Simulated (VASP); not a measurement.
# HgTe (I-4m2) in VASP: further runs

Aim: see how the results for HgTe move with the level of theory and the settings. Levels: PBE, r2SCAN. Tasks: single point.

All numbers are computed with VASP 6.6.1; they aren't measurements. Logs are shortened: lines on timing, memory, paths and dates and some standing lists are left out, and cuts for length are marked.

## Step 1: The cell of the first run

It takes space group I-4m2 (No. 119, tetragonal). Conventional cell: a = 4.652 Å, b = 4.652 Å, c = 6.490 Å, α = 90.00°, β = 90.00°, γ = 90.00°. Hg (site symmetry -4m2) has 4 Te at 2.84 Å as nearest neighbours. Around Te (site symmetry -4m2) lie 4 Hg at 2.84 Å.

The cell was built by a generator and needn't be a form met in nature.

## Step 2: Single point, PBE (uniaxial_z strain -1.3%)

File INCAR:

```
SYSTEM = HgTe
ALGO = Fast
EDIFF = 1E-6
ENCUT = 520
GGA = PE
ISIF = 2
ISMEAR = -1
LASPH = .TRUE.
LCHARG = .FALSE.
LREAL = .FALSE.
LWAVE = .FALSE.
NBANDS = 16
NELM = 100
PREC = Accurate
SIGMA = 0.02
```

File KPOINTS:

```
k-points
0
G
  6 6 6
  0 0 0
```

File POSCAR:

```
HgTe
1.0
    0.0000000000      3.2891578872      3.2450831715
    3.2891578872      0.0000000000      3.2450831715
    3.2891578872      3.2891578872      0.0000000000
Hg Te
1 1
Direct
    0.0000000000      0.0000000000      0.0000000000
    0.2500000000      0.2500000000      0.2500000000
```

Potentials or basis: VASP PAW PBE potentials, release 64 (Hg, Te).

Run with:

```sh
$ cat potpaw_PBE.64/Hg/POTCAR potpaw_PBE.64/Te/POTCAR > POTCAR
$ mpirun -np 1 vasp_std > vasp.out
```

OUTCAR:

```text
SYSTEM = HgTe
   EDIFF = 1E-6
   ENCUT = 520
   GGA = PE
   ISIF = 2
   ISMEAR = -1
   LASPH = .TRUE.
   LREAL = .FALSE.
   NELM = 100
   PREC = Accurate

 ion  position               nearest neighbor table
   1  0.000  0.000  0.000-   2 2.84   2 2.84   2 2.84   2 2.84
   2  0.250  0.250  0.250-   1 2.84   1 2.84   1 2.84   1 2.84

  LATTYP: Found a body centered tetragonal cell.
 ALAT       =     4.6515716929
 C/A-ratio  =     1.3952631006

  Lattice vectors:

 A1 = (   0.0000000000,  -3.2891578872,  -3.2450831715)
 A2 = (   0.0000000000,   3.2891578872,  -3.2450831715)
 A3 = (   3.2891578872,   0.0000000000,   3.2450831715)

Analysis of symmetry for initial positions (statically):
=====================================================================
 Subroutine PRICEL returns:
 Original cell was already a primitive cell.

 Routine SETGRP: Setting up the symmetry group for a
 body centered tetragonal supercell.

 Subroutine GETGRP returns: Found  8 space group operations
 (whereof  8 operations were pure point group operations)
 out of a pool of 16 trial point group operations.

The static configuration has the point symmetry D_2d.

Analysis of symmetry for dynamics (positions and initial velocities):
=====================================================================
 Subroutine PRICEL returns:
 Original cell was already a primitive cell.

 Routine SETGRP: Setting up the symmetry group for a
 body centered tetragonal supercell.

 Subroutine GETGRP returns: Found  8 space group operations
 (whereof  8 operations were pure point group operations)
 out of a pool of 16 trial point group operations.

The dynamic configuration has the point symmetry D_2d.

 Subroutine INISYM returns: Found  8 space group operations
 (whereof  8 operations are pure point group operations),
 and found     1 'primitive' translations

----------------------------------------------------------------------------------------

                                     Primitive cell

  volume of cell :      70.2143

  direct lattice vectors                    reciprocal lattice vectors
     0.000000000  3.289157887  3.245083172    -0.152014594  0.152014594  0.154079256
     3.289157887  0.000000000  3.245083172     0.152014594 -0.152014594  0.154079256
     3.289157887  3.289157887  0.000000000     0.152014594  0.152014594 -0.154079256

  length of vectors
     4.620511270  4.620511270  4.651571693     0.264494405  0.264494405  0.264494405

  position of ions in fractional coordinates (direct lattice)
     0.000000000  0.000000000  0.000000000
     0.250000000  0.250000000  0.250000000

  ion indices of the primitive-cell ions
   primitive index   ion index
                 1           1
                 2           2

----------------------------------------------------------------------------------------

 KPOINTS: k-points

Automatic generation of k-mesh.
 Grid dimensions read from file:
 generate k-points for:    6    6    6

 Generating k-lattice:

  Cartesian coordinates                     Fractional coordinates (reciprocal lattice)
    -0.025335766  0.025335766  0.025679876     0.166666667  0.000000000  0.000000000
     0.025335766 -0.025335766  0.025679876     0.000000000  0.166666667  0.000000000
     0.025335766  0.025335766 -0.025679876     0.000000000  0.000000000  0.166666667

  Length of vectors
     0.044082401  0.044082401  0.044082401

  Shift w.r.t. Gamma in fractional coordinates (k-lattice)
     0.000000000  0.000000000  0.000000000

 Subroutine IBZKPT returns following result:
 ===========================================

 Found     30 irreducible k-points:

 Following reciprocal coordinates:
            Coordinates               Weight
  0.000000  0.000000  0.000000      1.000000
  0.166667  0.000000  0.000000      8.000000
  0.333333  0.000000  0.000000      8.000000
  0.500000  0.000000  0.000000      4.000000
  0.166667  0.166667  0.000000      2.000000
  0.333333  0.166667  0.000000      8.000000
[... 16 lines left out ...]
  0.333333  0.000000  0.333333      4.000000
  0.500000  0.000000  0.333333     16.000000
 [... further k-points ...]
   k-points           NKPTS =     30   k-points in BZ     NKDIM =     30   number of bands    NBANDS=     16
   number of dos      NEDOS =    301   number of ions     NIONS =      2
   total plane-waves  NPLWV =  46656
   dimension x,y,z NGX =    36 NGY =   36 NGZ =   36
   dimension x,y,z NGXF=    72 NGYF=   72 NGZF=   72
   ions per type =               1   1
   NGX,Y,Z   is equivalent  to a cutoff of  12.95, 12.95, 12.87 a.u.
   NGXF,Y,Z  is equivalent  to a cutoff of  25.91, 25.91, 25.73 a.u.
 SYSTEM =  HgTe
   PREC   = accura    normal or accurate (medium, high low for compatibility)
   ISTART =      0    job   : 0-new  1-cont  2-samecut
   ICHARG =      2    charge: 1-file 2-atom 10-const
   ISPIN  =      1    spin polarized calculation?
   LNONCOLLINEAR =      F non collinear calculations
   LSORBIT =      F    spin-orbit coupling
   LASPH  =      T    aspherical Exc in radial PAW
   ENCUT  =  520.0 eV  38.22 Ry    6.18 a.u.   8.59  8.59  8.65*2*pi/ulx,y,z
   NELM   =    100;   NELMIN=  2; NELMDL= -5     # of ELM steps
   EDIFF  = 0.1E-05   stopping-criterion for ELM
   LREAL  =      F    real-space projection
   EDIFFG = 0.1E-04   stopping-criterion for IOM
   NSW    =      0    number of steps for IOM
   IBRION =     -1    ionic relax: 0-MD 1-quasi-New 2-CG
   NFREE  =      0    steps in history (QN), initial steepest desc. (CG)
   ISIF   =      2    stress and relaxation
   ISYM   =      2    0-nonsym 1-usesym 2-fastsym
   POTIM  = 0.5000    time-step for ionic-motion
   TEBEG  =    0.0;   TEEND  =   0.0 temperature during run
   PSTRESS=    0.0 pullay stress
   NELECT =      18.0000    total number of electrons
   NUPDOWN=      -1.0000    fix difference up-down
   EMIN   =  10.00;   EMAX   =-10.00  energy-range for DOS
   EFERMI =   0.00;   METHOD = LEGACY
   ISMEAR =    -1;   SIGMA  =   0.02  broadening in eV -4-tet -1-fermi 0-gaus
   EFERMI_NEDOS =   21; number of points for ismear=-14 and -15
   IALGO  =     68    algorithm
   IMIX   =      4    mixing-type and parameters
     AMIX     =   0.40;   BMIX     =  1.00
     AMIX_MAG =   1.60;   BMIX_MAG =  1.00
  volume/ion in A,a.u.               =      35.11       236.91
  Fermi-wavevector in a.u.,A,eV,Ry     =   1.039977  1.965272 14.715422  1.081553
  Thomas-Fermi vector in A             =   2.174532
   LORBIT       =      0    0 simple, 1 ext, 2 COOP (PROOUT), +10 PAW based schemes
   GGA     = PE    functional components
   LHFCALC =     F    Hartree Fock is set to
   AEXX    =    0.0000 exact exchange contribution
   IVDW    =     0    specifies the selected vdW correction
   LEPSILON=     F    determine dielectric tensor
   LRPA    =     F    only Hartree local field effects (RPA)
 non-spin polarized calculation
 RMM-DIIS sequential band-by-band and
  energy-cutoff  :      520.00
  volume of cell :       70.21
 maximum number of plane-waves:      1905
 NGX is ok and might be reduce to    36
   NGX = 17   NGY = 17   NGZ = 17

 number of electron      18.0000002 magnetization

 Free energy of the ion-electron system (eV)
  ---------------------------------------------------
  ext. energy  EPLUGINS =         0.00000000
  ---------------------------------------------------
  free energy    TOTEN  =        -3.62051563 eV

  energy without entropy =       -3.62022035  energy(sigma->0) =       -3.62036799

 E-fermi :   2.7116     XC(G=0):  -8.5634

 val. band max:        2.6811672561   @ k =   0.0000   0.0000   0.0000
 cond. band min:       2.7231462307   @ k =   0.0000   0.0000   0.0000
 fundamental gap:      0.0419789746
 Fermi energy:         2.7115583326

 k-point     1 :       0.0000    0.0000    0.0000
  band No.  band energies     occupation
      1      -9.0164      2.00000
      2      -4.4416      2.00000
      3      -4.4416      2.00000
      4      -4.4394      2.00000
      5      -3.9625      2.00000
      6      -3.9539      2.00000
[... 8 lines left out ...]
     15      12.1060      0.00000
     16      12.2707      0.00000

 k-point     2 :       0.1667    0.0000    0.0000
  band No.  band energies     occupation
      1      -8.8940      2.00000
      2      -4.4089      2.00000
      3      -4.4072      2.00000
      4      -4.3833      2.00000
      5      -3.9640      2.00000
      6      -3.9570      2.00000
[... 8 lines left out ...]
     15      11.2174      0.00000
     16      11.3095      0.00000

 k-point     3 :       0.3333    0.0000    0.0000
  band No.  band energies     occupation
      1      -8.6321      2.00000
      2      -4.3527      2.00000
      3      -4.3484      2.00000
      4      -4.1062      2.00000
      5      -3.9533      2.00000
      6      -3.9507      2.00000
[... 8 lines left out ...]
     15      11.5550      0.00000
     16      11.5582      0.00000

 k-point     4 :       0.5000    0.0000    0.0000
  band No.  band energies     occupation
      1      -8.4920      2.00000
      2      -4.3311      2.00000
      3      -4.3251      2.00000
      4      -3.9398      2.00000
      5      -3.9388      2.00000
      6      -3.6772      2.00000
[... 8 lines left out ...]
     15      12.6526      0.00000
     16      12.7315      0.00000

 k-point     5 :       0.1667    0.1667    0.0000
  band No.  band energies     occupation
      1      -8.8511      2.00000
      2      -4.4112      2.00000
      3      -4.3748      2.00000
      4      -4.3748      2.00000
      5      -3.9740      2.00000
      6      -3.9476      2.00000
[... 8 lines left out ...]
     15      11.1898      0.00000
     16      12.2564      0.00000

 k-point     6 :       0.3333    0.1667    0.0000
  band No.  band energies     occupation
      1      -8.6325      2.00000
      2      -4.3513      2.00000
      3      -4.3088      2.00000
      4      -4.2213      2.00000
      5      -3.9567      2.00000
      6      -3.9346      2.00000
[... 8 lines left out ...]
     15      12.0878      0.00000
     16      12.3426      0.00000

 k-point     7 :       0.5000    0.1667    0.0000
  band No.  band energies     occupation
      1      -8.4475      2.00000
      2      -4.3088      2.00000
      3      -4.2813      2.00000
      4      -4.0062      2.00000
      5      -3.9346      2.00000
      6      -3.6936      2.00000
[... 8 lines left out ...]
     15      12.3344      0.00000
     16      12.8234      0.00000

 k-point     8 :      -0.3333    0.1667    0.0000
  band No.  band energies     occupation
      1      -8.4964      2.00000
      2      -4.3073      2.00000
      3      -4.3055      2.00000
      4      -3.9838      2.00000
      5      -3.9652      2.00000
      6      -3.8501      2.00000
[... 8 lines left out ...]
     15      11.5333      0.00000
     16      12.7482      0.00000

 k-point     9 :      -0.1667    0.1667    0.0000
  band No.  band energies     occupation
      1      -8.7242      2.00000
      2      -4.3711      2.00000
      3      -4.3444      2.00000
      4      -4.2726      2.00000
      5      -3.9792      2.00000
      6      -3.9396      2.00000
[... 8 lines left out ...]
     15      11.5458      0.00000
     16      11.8728      0.00000
[... 172 lines left out ...]
 k-point    19 :       0.5000    0.3333    0.1667
  band No.  band energies     occupation
      1      -8.4492      2.00000
      2      -4.2828      2.00000
      3      -4.2585      2.00000
      4      -4.0925      2.00000
      5      -3.9365      2.00000
      6      -3.8043      2.00000
[... 8 lines left out ...]
     15      12.8937      0.00000
     16      13.7168      0.00000

 k-point    20 :      -0.3333    0.3333    0.1667
  band No.  band energies     occupation
      1      -8.3560      2.00000
      2      -4.2594      2.00000
      3      -4.2314      2.00000
      4      -4.0017      2.00000
      5      -3.9673      2.00000
      6      -3.5282      2.00000
[... 8 lines left out ...]
     15      12.9851      0.00000
     16      13.6416      0.00000

 k-point    21 :      -0.1667    0.3333    0.1667
  band No.  band energies     occupation
      1      -8.4526      2.00000
      2      -4.2839      2.00000
      3      -4.2568      2.00000
      4      -4.0840      2.00000
      5      -3.9357      2.00000
      6      -3.8221      2.00000
[... 8 lines left out ...]
     15      12.7727      0.00000
     16      13.6693      0.00000

 k-point    22 :      -0.3333    0.5000    0.1667
  band No.  band energies     occupation
      1      -8.3071      2.00000
      2      -4.2357      2.00000
      3      -4.1842      2.00000
      4      -4.0675      2.00000
      5      -3.9416      2.00000
      6      -3.4291      2.00000
[... 8 lines left out ...]
     15      13.4531      0.00000
     16      13.7385      0.00000

 k-point    23 :       0.3333    0.0000    0.3333
  band No.  band energies     occupation
      1      -8.5014      2.00000
      2      -4.2955      2.00000
      3      -4.2285      2.00000
      4      -4.2124      2.00000
      5      -3.9205      2.00000
      6      -3.9125      2.00000
[... 8 lines left out ...]
     15      12.7190      0.00000
     16      14.1664      0.00000

 k-point    24 :       0.5000    0.0000    0.3333
  band No.  band energies     occupation
      1      -8.3590      2.00000
      2      -4.2642      2.00000
      3      -4.1792      2.00000
      4      -4.1136      2.00000
      5      -3.9173      2.00000
      6      -3.6467      2.00000
[... 8 lines left out ...]
     15      13.0367      0.00000
     16      13.8915      0.00000

 [... further k-points ...]

------------------------ aborting loop because EDIFF is reached ----------------------------------------

  FORCE on cell =-STRESS in cart. coord.  units (eV):
  Direction    XX          YY          ZZ          XY          YZ          ZX
  --------------------------------------------------------------------------------------
  -------------------------------------------------------------------------------------
  Total        0.8092018      0.8092018      0.8753279      0.0000000      0.0000000     -0.0000000
  in kB       18.4646947     18.4646947     19.9735869      0.0000000      0.0000000     -0.0000000
  external PRESSURE =      18.9676588 kB  Pullay stress =       0.0000000 kB

 VOLUME and BASIS-vectors are now :
 -----------------------------------------------------------------------------
  energy-cutoff  :      520.00
  volume of cell :       70.21
      direct lattice vectors                 reciprocal lattice vectors
     0.000000000  3.289157887  3.245083172    -0.152014594  0.152014594  0.154079256
     3.289157887  0.000000000  3.245083172     0.152014594 -0.152014594  0.154079256
     3.289157887  3.289157887  0.000000000     0.152014594  0.152014594 -0.154079256

 POSITION                                       TOTAL-FORCE (eV/Angst)
 -----------------------------------------------------------------------------------
      0.00000      0.00000      0.00000         0.000000      0.000000      0.000000
      1.64458      1.64458      1.62254        -0.000000     -0.000000     -0.000000
 -----------------------------------------------------------------------------------
    total drift:                               -0.000000     -0.000000      0.000000

  FREE ENERGIE OF THE ION-ELECTRON SYSTEM (eV)
  ---------------------------------------------------
  free  energy   TOTEN  =        -3.6205156272 eV

  energy  without entropy=       -3.6202203521  energy(sigma->0) =       -3.62036799
```

Run time: 34 s. Hardware: 1 thread of Intel Xeon Platinum 8488C (Sapphire Rapids), shared host; peak memory 0.21 GiB.

What came out:

```yaml
Free_energy: -3.6205 eV
Pressure: 1.9 GPa
Band_gap_on_the_k_mesh: 0.04 eV, direct
```

Caveat: spin-orbit coupling is left out, which moves the levels of the heavy elements.

## Step 3: Single point, r2SCAN (uniaxial_z strain -1.3%)

POSCAR is that of step 2.

File INCAR.step1:

```
ALGO     = Normal         # electronic algorithm
EDIFF    = 1E-4           # SCF threshold, eV
ENCUT    = 520            # plane-wave cutoff, eV
GGA      = PE             # functional
ISMEAR   = -1             # smearing method
LASPH    = T              # aspherical terms in the spheres
LCHARG   = F              # write CHGCAR
LREAL    = F              # projectors in reciprocal space
LWAVE    = T              # write WAVECAR
NBANDS   = 16             # bands
NELM     = 100            # most SCF steps
PREC     = Accurate       # precision mode
SIGMA    = 0.02           # smearing width, eV
```

File INCAR.step2:

```
ALGO     = Normal         # electronic algorithm
EDIFF    = 1E-6           # SCF threshold, eV
ENCUT    = 520            # plane-wave cutoff, eV
ISIF     = 2              # what is computed and relaxed
ISMEAR   = -1             # smearing method
ISTART   = 1            
LASPH    = T              # aspherical terms in the spheres
LCHARG   = F              # write CHGCAR
LMIXTAU  = T            
LREAL    = F              # projectors in reciprocal space
LWAVE    = F              # write WAVECAR
METAGGA  = R2SCAN         # meta-GGA
NBANDS   = 16             # bands
NELM     = 100            # most SCF steps
PREC     = Accurate       # precision mode
SIGMA    = 0.02           # smearing width, eV
```

File KPOINTS:

```
k-points
0
Gamma
  6 6 6
```

Potentials or basis: VASP PAW PBE potentials, release 64 (Hg, Te).

Run with:

```sh
$ cat potpaw_PBE.64/Hg/POTCAR potpaw_PBE.64/Te/POTCAR > POTCAR
$ cp INCAR.step1 INCAR
$ mpirun -np 1 vasp_std > vasp.out
$ cp INCAR.step2 INCAR
$ mpirun -np 1 vasp_std > vasp.out
```

Wall time 94 s (1 thread of Intel Xeon Platinum 8488C (Sapphire Rapids), shared host); peak memory 0.23 GiB.

It converged, with:

```yaml
Free_energy: -75.1519 eV
Pressure: 0.6 GPa
Band_gap_on_the_k_mesh: 0.04 eV, direct
```

Stress tensor (GPa, compression positive):
```
0.52 0.00 0.00
0.00 0.52 0.00
0.00 0.00 0.69
```

Levels at points of the mesh, in eV from the valence-band top:
```
           k point  band 5  band 6  band 7  band 8  band 9  band 10  band 11  band 12  band 13  band 14
(0.00, 0.00, 0.00)   -6.88   -6.87   -0.50    0.00    0.00     0.04     4.65     4.66     4.66     6.83
(0.50, 0.00, 0.00)   -6.86   -6.58   -5.37   -0.96   -0.90     0.96     5.39     5.47     7.17     8.28
(0.50, 0.50, 0.00)   -6.82   -6.42   -5.31   -2.21   -2.21     2.04     2.81     8.63     9.29     9.29
(0.50, 0.00, 0.50)   -6.82   -6.44   -5.37   -2.17   -2.14     2.14     2.87     8.54     9.25     9.32
```

Caveat: the PAW data sets were made with another functional, which shifts forces and pressure a little; spin-orbit coupling is left out, which moves the levels of the heavy elements.
